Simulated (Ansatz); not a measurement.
AgCl (Fm-3m) from a database of computed structures, relaxed with r2SCAN in Ansatz 0.2.0. It is cubic, Fm-3m (No. 225); a = 5.545 Å in the conventional setting, 21.31 Å³ an atom. Around Ag lie 6 Cl at 2.77 Å; around Cl lie 6 Ag at 2.77 Å.

The axes x, y and z are those of this cell:
```xyz
4
Lattice="3.9167 0.0000 0.1936 0.0000 3.9212 0.0000 -0.2730 0.0000 5.5375" Properties=species:S:1:pos:R:3 pbc="T T T"
Ag    0.9111    0.9803    1.4328
Ag    2.7325    2.9409    4.2984
Cl    2.8694    2.9409    1.5296
Cl    0.7743    0.9803    4.2016
```

Unstrained: With PBE the valence top lies at N and the conduction bottom at Γ, 0.910 eV higher; the smallest vertical gap, at Γ, is 2.784 eV. r2SCAN gives an indirect gap of 1.474 eV, from N to Γ; the least direct gap is 3.340 eV at Γ. With HSE06 the valence top lies at N and the conduction bottom at Γ, 2.411 eV higher; the smallest vertical gap, at Γ, is 4.639 eV. Meshes: PBE 6×6×6, r2SCAN 6×6×6, HSE06 4×4×4. Strains are changes of length per length. After each strain the atoms were relaxed again with r2SCAN within the symmetry that the strain leaves, so tilts or polar shifts that break it weren't tested; points keep the names that they have in the unstrained zone. (Simulation; spin polarisation is off.)

(1) Apply epitaxial +5.76 % in the xy plane, free normal strain -5.44 %. How far does the gap move, against the unstrained cell?

(2) Estimate what uniaxial -3.14 % along y, other directions held does to the gap.

Results:

(1) PBE: the gap goes from 0.910 to 0.730 eV (-0.180 eV). r2SCAN: the gap goes from 1.474 to 1.259 eV (-0.215 eV). HSE06: the gap goes from 2.411 to 2.185 eV (-0.226 eV). The r2SCAN energy rises by 19.5 meV an atom.

(2) PBE: the gap goes from 0.910 to 0.823 eV (-0.087 eV). r2SCAN: the gap goes from 1.474 to 1.390 eV (-0.084 eV). HSE06: the gap goes from 2.411 to 2.311 eV (-0.100 eV). The r2SCAN energy rises by 4.3 meV an atom.

The runs are scalar-relativistic, without spin-orbit coupling.

The meshes of the hybrids are coarse, so their gaps aren't converged to the digits shown.
